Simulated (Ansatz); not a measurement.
Crystal: BaTiO3.

```xyz
10
Lattice="-3.9998 0.0000 0.0000 0.0000 0.0000 -4.0180 0.0000 -7.9996 0.0000" Properties=species:S:1:pos:R:3 pbc="T T T"
Ba   -0.0058   -4.0605   -0.0926
Ba   -3.9940   -7.9389   -3.9254
Ti   -1.9212   -1.8863   -2.2629
Ti   -2.0786   -6.1133   -1.8998
O    -1.9751   -2.0651   -3.8813
O    -2.0247   -5.9345   -0.0081
O    -2.0303   -4.0593   -2.0063
O    -1.9695   -7.9401   -1.8911
O    -0.0609   -2.1690   -1.9624
O    -3.9389   -5.8306   -1.9350
```

The cell isn't the ideal one: a zone-boundary wave of random shape, sigma 0.1 Å.

- Program: Ansatz 0.2.0
- Task: relaxation of cell and atoms
- Functional: PBE
- Dispersion: D3(BJ)-ATM
- Potentials or basis: Ansatz PAW
- Cutoff: 420 eV (not typed: the program's choice for these potentials)
- k mesh: 7 × 7 × 4
- Occupations: fermi-dirac, width 0.05 eV
- Spin: no spin polarisation

At the start: volume 12.86 Å³/atom.

Q: Where does the relaxation end?

A: It ends after 10 steps and the volume is 13.01 Å³/atom (+1.2 %); space group Cmc2_1 (No. 36, to 0.05 Å).

Step by step:
```csv
step,energy change (eV),largest force (eV/Å),volume (Å³)
1,0.0000,6.7143,128.56
2,-1.4055,2.5862,132.15
3,-1.5034,0.0696,121.46
4,-1.6363,0.3877,130.27
5,-1.7143,0.1186,130.12
6,-1.7179,0.0097,129.97
7,-1.7182,0.0022,129.93
8,-1.7240,0.0023,129.93
9,-1.7236,0.0069,130.08
10,-1.7242,0.0069,130.08
```

Final structure:
```
CELL_PARAMETERS angstrom
-3.99750 -0.00001 0.00299
0.00301 0.00000 -3.99389
-0.00002 -8.14758 0.00000
ATOMIC_POSITIONS crystal
Ba 0.99761 0.99667 0.50548
Ba 0.00239 0.99212 0.00547
Ti 0.48595 0.50749 0.26332
Ti 0.51407 0.48132 0.76331
O 0.50672 0.98453 0.24564
O 0.49327 0.00427 0.74564
O 0.49980 0.49463 0.48982
O 0.50019 0.49417 0.98982
O 0.01058 0.48816 0.24575
O 0.98941 0.50063 0.74575
```

Caveat: the plane-wave basis is chosen anew once the cell has moved, so the energies of steps on either side of that aren't comparable; the pressure holds a Pulay correction of +0.5 GPa for the finite cutoff.
